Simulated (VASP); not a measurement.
# ZnO (P6_3/mmc) in VASP: further runs, part 2 of 2

VASP 6.6.1. Earlier steps stand in the parts before.

**3. Dielectric tensor, LDA**

INCAR

```
SYSTEM = ZnO
ALGO = Normal ; EDIFF = 1E-8
ENCUT = 650 ; GGA = CA
ISIF = 2 ; ISMEAR = 0
LASPH = .True. ; LCHARG = .False.
LEPSILON = .True. ; LREAL = .False.
LWAVE = .False. ; NELM = 100
PREC = Accurate ; SIGMA = 0.01
```

KPOINTS

```
k-points
0
Gamma
  9 9 4
  0 0 0
```

POSCAR

```
ZnO
1.0
    3.2879671587      0.0000000000      0.0000000000
   -1.6439835793      2.8474630862      0.0000000000
    0.0000000000      0.0000000000      7.1304413500
Zn O
2 2
Direct
    0.0000000000      0.0000000000      0.2500000000
    0.0000000000      0.0000000000      0.7500000000
    0.6666666667      0.3333333333      0.7500000000
    0.3333333333      0.6666666667      0.2500000000
```

Potentials or basis: VASP PAW LDA potentials, release 64 (Zn, O).

Started as:

```console
$ cat potpaw_LDA.64/Zn/POTCAR potpaw_LDA.64/O/POTCAR > POTCAR
$ mpirun -np 1 vasp_std > vasp.out
```

OUTCAR:

```text
SYSTEM = ZnO
   EDIFF = 1E-8
   ENCUT = 650
   GGA = CA
   ISIF = 2
   ISMEAR = 0
   LASPH = .True.
   LEPSILON = .True.
   LREAL = .False.
   NELM = 100
   PREC = Accurate

 Found     36 irreducible k-points:

 Following reciprocal coordinates:
            Coordinates               Weight
  0.000000  0.000000  0.000000      1.000000
  0.111111  0.000000  0.000000      6.000000
  0.222222  0.000000  0.000000      6.000000
  0.333333  0.000000  0.000000      6.000000
  0.444444  0.000000  0.000000      6.000000
  0.111111  0.111111  0.000000      6.000000
   k-points           NKPTS =     36   k-points in BZ     NKDIM =     36   number of bands    NBANDS=     22
   number of dos      NEDOS =    301   number of ions     NIONS =      4
   total plane-waves  NPLWV =  47040
   dimension x,y,z NGX =    28 NGY =   28 NGZ =   60
   dimension x,y,z NGXF=    56 NGYF=   56 NGZF=  120
   ions per type =               2   2
   NGX,Y,Z   is equivalent  to a cutoff of  14.16, 14.16, 13.99 a.u.
   NGXF,Y,Z  is equivalent  to a cutoff of  28.31, 28.31, 27.98 a.u.
 SYSTEM =  ZnO
   PREC   = accura    normal or accurate (medium, high low for compatibility)
   ISTART =      0    job   : 0-new  1-cont  2-samecut
   ICHARG =      2    charge: 1-file 2-atom 10-const
   ISPIN  =      1    spin polarized calculation?
   LNONCOLLINEAR =      F non collinear calculations
[... 270 lines left out ...]

 PIEZOELECTRIC TENSOR FIELD DIRECTION 3  (e Angst)
 -----------------------------------------------------------------------------
     0.00079 -0.00000  0.00000           (  0.00001  0.00000  0.00000)
     0.00000  0.00079  0.00000           (  0.00000  0.00001  0.00000)
     0.00000  0.00000 -0.00128           (  0.00000  0.00000 -0.00000)

 PIEZOELECTRIC TENSOR FIELD DIRECTION 3  (C/m^2)
 -----------------------------------------------------------------------------
     0.00019 -0.00000  0.00000
     0.00000  0.00019  0.00000
     0.00000  0.00000 -0.00031

 MACROSCOPIC STATIC DIELECTRIC TENSOR (including local field effects in DFT)
 ------------------------------------------------------
           6.356434     0.000000     0.000000
           0.000000     6.356434     0.000000
           0.000000    -0.000000     2.903055
 ------------------------------------------------------

 PIEZOELECTRIC TENSOR (including local field effects)  for field in x, y, z        (e  Angst)
          XX          YY          ZZ          XY          YZ          ZX
  --------------------------------------------------------------------------------
  x     0.00000     0.00000     0.00000     0.00000     0.00000     0.00000
  y     0.00000     0.00000     0.00000     0.00000     0.00000     0.00000
  z     0.00000     0.00000     0.00000     0.00000     0.00000     0.00000

 PIEZOELECTRIC TENSOR (including local field effects)  for field in x, y, z        (C/m^2)
          XX          YY          ZZ          XY          YZ          ZX
  --------------------------------------------------------------------------------
  x     0.00000     0.00000     0.00000     0.00000     0.00000     0.00000
  y     0.00000     0.00000     0.00000     0.00000     0.00000     0.00000
  z     0.00000     0.00000     0.00000     0.00000     0.00000     0.00000

 BORN EFFECTIVE CHARGES (including local field effects) (in |e|, cummulative output)
 ---------------------------------------------------------------------------------
 ion    1
    1     2.57078     0.00000     0.00000
    2     0.00000     2.57078     0.00000
    3     0.00000     0.00000     0.87150
 ion    2
    1     2.57078     0.00000     0.00000
    2     0.00000     2.57078     0.00000
    3    -0.00000     0.00000     0.87150
 ion    3
    1    -2.57078    -0.00000    -0.00000
    2    -0.00000    -2.57078     0.00000
    3     0.00000    -0.00000    -0.87150
 ion    4
    1    -2.57078    -0.00000    -0.00000
    2    -0.00000    -2.57078     0.00000
    3     0.00000    -0.00000    -0.87150
```

OSZICAR:

```text
N       E                     dE             d eps       ncg     rms          rms(c)
[... 13 lines left out ...]
RMM:   6    -0.381472720743E+00    0.27979E-03   -0.11821E-04  2505   0.706E-02    0.627E-03
RMM:   7    -0.381259097023E+00    0.21362E-03   -0.10747E-05  2560   0.188E-02    0.250E-03
RMM:   8    -0.381197109910E+00    0.61987E-04   -0.10543E-06  2601   0.595E-03    0.823E-04
RMM:   9    -0.381219196868E+00   -0.22087E-04   -0.21819E-07  2534   0.198E-03    0.323E-04
RMM:  10    -0.381237855515E+00   -0.18659E-04   -0.37258E-08  2454   0.128E-03    0.742E-05
RMM:  11    -0.381237291083E+00    0.56443E-06   -0.22930E-08  2141   0.336E-04    0.553E-05
RMM:  12    -0.381235764740E+00    0.15263E-05    0.18989E-08  1756   0.138E-04    0.210E-05
RMM:  13    -0.381234744943E+00    0.10198E-05    0.69053E-08  1714   0.982E-05    0.438E-06
```

stdout:

```text
POSCAR found type information on POSCAR ZnO
 POSCAR found :  2 types and       4 ions
 scaLAPACK will be used
 LDA part: xc-table for (Slater(with rela. corr.)+CA(PZ))
 , standard interpolation
 POSCAR, INCAR and KPOINTS ok, starting setup
 FFT: planning ... GRIDC
 FFT: planning ... GRID_SOFT
 FFT: planning ... GRID
 WAVECAR not read
 entering main loop
[... 66 lines left out ...]
  Direction:   3
 dielectric tensor                  component  3 :    -0.055    -0.028     3.247
 Linear response to external field, progress :
  Direction:   1
 dielectric tensor                  component  1 :     6.356    -0.681    -0.029
 Linear response to external field, progress :
  Direction:   2
 dielectric tensor                  component  2 :    -0.681     6.356    -0.038
 Linear response to external field, progress :
  Direction:   3
 dielectric tensor                  component  3 :    -0.054    -0.028     2.903
 Born effective charges drift removed
```

It took 6.1 min on 1 thread of Intel Xeon 6975P-C (Granite Rapids), shared host; peak memory 0.49 GiB.

These settings aren't checked as converged: the numbers below hold their error.

What came out:

* Band gap on the k mesh: 0.76 eV, direct
* Electronic dielectric tensor (diagonal): 6.36, 6.36, 2.90
* Born charges (mean of the diagonal): Zn +2.00; O -2.00 e

Caveat: an odd mesh through Γ misses points on the zone boundary, where band edges often lie.

**4. Dielectric tensor, LDA**

Edit INCAR of step 3 so:

```diff
@@ -2,3 +2,3 @@
 ALGO = Normal ; EDIFF = 1E-8
-ENCUT = 650 ; GGA = CA
+ENCUT = 520 ; GGA = CA
 ISIF = 2 ; ISMEAR = 0
```

KPOINTS

```
k-points
0
Gamma
  11 11 5
  0 0 0
```

POSCAR is that of step 3.

Potentials or basis: VASP PAW LDA potentials, release 64 (Zn, O).

Started as:

```console
$ cat potpaw_LDA.64/Zn/POTCAR potpaw_LDA.64/O/POTCAR > POTCAR
$ mpirun -np 1 vasp_std > vasp.out
```

OUTCAR:

```text
SYSTEM = ZnO
   EDIFF = 1E-8
   ENCUT = 520
   GGA = CA
   ISIF = 2
   ISMEAR = 0
   LASPH = .True.
   LEPSILON = .True.
   LREAL = .False.
   NELM = 100
   PREC = Accurate

 Found     48 irreducible k-points:

 Following reciprocal coordinates:
            Coordinates               Weight
  0.000000  0.000000  0.000000      1.000000
  0.090909 -0.000000  0.000000      6.000000
  0.181818 -0.000000  0.000000      6.000000
  0.272727  0.000000  0.000000      6.000000
  0.363636 -0.000000  0.000000      6.000000
  0.454545  0.000000  0.000000      6.000000
   k-points           NKPTS =     48   k-points in BZ     NKDIM =     48   number of bands    NBANDS=     22
   number of dos      NEDOS =    301   number of ions     NIONS =      4
[... 296 lines left out ...]
           5.825222     0.000000     0.000000
           0.000000     5.825222     0.000000
           0.000000     0.000000     2.910382
 ------------------------------------------------------

 PIEZOELECTRIC TENSOR (including local field effects)  for field in x, y, z        (e  Angst)
          XX          YY          ZZ          XY          YZ          ZX
  --------------------------------------------------------------------------------
  x     0.00000     0.00000     0.00000     0.00000     0.00000     0.00000
  y     0.00000     0.00000     0.00000     0.00000     0.00000     0.00000
  z     0.00000     0.00000     0.00000     0.00000     0.00000     0.00000

 PIEZOELECTRIC TENSOR (including local field effects)  for field in x, y, z        (C/m^2)
          XX          YY          ZZ          XY          YZ          ZX
  --------------------------------------------------------------------------------
  x     0.00000     0.00000     0.00000     0.00000     0.00000     0.00000
  y     0.00000     0.00000     0.00000     0.00000     0.00000     0.00000
  z     0.00000     0.00000     0.00000     0.00000     0.00000     0.00000

 BORN EFFECTIVE CHARGES (including local field effects) (in |e|, cummulative output)
 ---------------------------------------------------------------------------------
 ion    1
    1     2.54137     0.00000     0.00000
    2     0.00000     2.54137     0.00000
    3     0.00000     0.00000     0.87206
 ion    2
    1     2.54137     0.00000     0.00000
    2     0.00000     2.54137     0.00000
    3     0.00000     0.00000     0.87206
 ion    3
    1    -2.54137    -0.00000     0.00000
    2    -0.00000    -2.54137     0.00000
    3     0.00000    -0.00000    -0.87206
 ion    4
    1    -2.54137    -0.00000     0.00000
    2    -0.00000    -2.54137     0.00000
    3     0.00000    -0.00000    -0.87206
```

OSZICAR:

```text
N       E                     dE             d eps       ncg     rms          rms(c)
[... 13 lines left out ...]
RMM:   6    -0.382419940932E+00    0.29817E-03   -0.11954E-04  3356   0.712E-02    0.611E-03
RMM:   7    -0.382218460896E+00    0.20148E-03   -0.11543E-05  3410   0.188E-02    0.223E-03
RMM:   8    -0.382160792278E+00    0.57669E-04   -0.76699E-07  3487   0.551E-03    0.751E-04
RMM:   9    -0.382179970304E+00   -0.19178E-04   -0.18634E-07  3402   0.177E-03    0.325E-04
RMM:  10    -0.382197598034E+00   -0.17628E-04   -0.35202E-08  3269   0.121E-03    0.611E-05
RMM:  11    -0.382197174728E+00    0.42331E-06   -0.98644E-09  2859   0.325E-04    0.526E-05
RMM:  12    -0.382195937543E+00    0.12372E-05    0.86547E-09  2268   0.128E-04    0.215E-05
RMM:  13    -0.382194861354E+00    0.10762E-05   -0.76437E-09  2357   0.100E-04    0.516E-06
```

Run time: 4.8 min. Hardware: 1 thread of Intel Xeon 6975P-C (Granite Rapids), shared host; peak memory 0.43 GiB.

The run converged, but some of its settings lie outside the range that counts as converged, so its numbers aren't taken as properties of the crystal.

What came out:

```
Band gap on the k mesh                  : 0.76 eV, direct
Electronic dielectric tensor (diagonal) : 5.83, 5.83, 2.91
Born charges (mean of the diagonal)     : Zn +1.98; O -1.98 e
```

Caveat: an odd mesh through Γ misses points on the zone boundary, where band edges often lie.
